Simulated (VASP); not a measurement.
Write the native input for VASP 6.6.1 that does the following.

```
Task                   : single point
Functional             : PBE
Dispersion             : D3(BJ)
Potentials or basis    : VASP PAW PBE potentials, release 64 (C, H, Cl)
Cutoff                 : 520 eV
k mesh                 : 1 × 1 × 1
Occupations            : fermi-dirac, width 0.05 eV
Spin                   : no spin polarisation
Dipole correction      : no
Further INCAR settings : LREAL = Auto; ALGO = Fast; EDIFF = 1e-07; NBANDS = 74
```

The structure of H12C4Cl3 lies in POSCAR:

```
H12C4Cl3
1.0
    8.3376330000      0.0000000000      0.0000000000
    0.0000000000      8.3376330000      0.0000000000
    0.0000000000      0.0000000000      8.3376330000
C H Cl
8 24 6
Direct
    0.2076577000      0.0421668000      0.2846698000
    0.1999959000      0.1965010000      0.1869396000
    0.0928297000      0.5958906000      0.7103271000
    0.6711909000      0.5091834000      0.0531427000
    0.7684937000      0.9675234000      0.5090200000
    0.2352169000      0.0125752000      0.6209920000
    0.6488563000      0.3291957000      0.5025772000
    0.0238384000      0.7208552000      0.0633044000
    0.2943911000      0.0522474000      0.3824250000
    0.0911412000      0.0137402000      0.3375492000
    0.2433969000     -0.0594644000      0.2100091000
    0.1132624000      0.1864204000      0.0891844000
    0.1642567000      0.2981322000      0.2616003000
    0.3165124000      0.2249276000      0.1340602000
    0.2222038000      0.5857101000      0.7241510000
    0.0604421000      0.5857632000      0.5843078000
    0.0516787000      0.7102105000      0.7579713000
    0.6122097000      0.4015014000      0.0088910000
    0.6791784000      0.5980724000     -0.0420799000
    0.7905576000      0.4798979000      0.0970331000
    0.7179784000      1.0560215000      0.4274804000
    0.8701494000      1.0186025000      0.5729685000
    0.8061709000      0.8618003000      0.4424206000
    0.2398591000      0.1406268000      0.5962195000
    0.3497899000     -0.0427294000      0.5918916000
    0.1398411000     -0.0429632000      0.5513405000
    0.7621903000      0.2970640000      0.5587499000
    0.5744416000      0.2229536000      0.4881732000
    0.6706861000      0.3845212000      0.3864095000
    0.0239621000      0.8385524000      0.0069149000
    0.1307597000      0.6545726000      0.0285646000
   -0.0830694000      0.6546799000      0.0283195000
   -0.0009092000      0.4380600000      0.8186983000
    0.5564038000      0.5898996000      0.2136127000
    0.6193831000      0.9106874000      0.6503618000
    0.1951947000     -0.0163149000      0.8283694000
    0.5468682000      0.4686202000      0.6274813000
    0.0236082000      0.7456361000      0.2750298000
```

The cell was built by a generator and needn't be a form met in nature.

One way to write it, as run:

INCAR

```
  ALGO = Fast
  EDIFF = 1E-7
  ENCUT = 520
  GGA = PE
  ISIF = 2
  ISMEAR = -1
  IVDW = 12
  LASPH = True
  LCHARG = False
  LREAL = Auto
  LWAVE = False
  NBANDS = 74
  NELM = 100
  PREC = Accurate
  SIGMA = 0.05
```

KPOINTS

```
k-points
0
Gamma
  1 1 1
```

Potentials or basis: VASP PAW PBE potentials, release 64 (C, H, Cl).

The run is started by

```bash
$ cat potpaw_PBE.64/C/POTCAR potpaw_PBE.64/H/POTCAR potpaw_PBE.64/Cl/POTCAR > POTCAR
$ mpirun -np 1 vasp_gam > vasp.out
```

It gave:

```
Pressure                   : 1.5 GPa
Largest force              : 1.236 eV/Å
Band gap on the k mesh     : 5.45 eV, direct
Dispersion energy per atom : -0.047 eV
```

Wall time 54 s on 1 thread of Intel(R) Xeon(R) 6975P-C (Granite Rapids), on a shared host, peak memory 0.55 GiB.
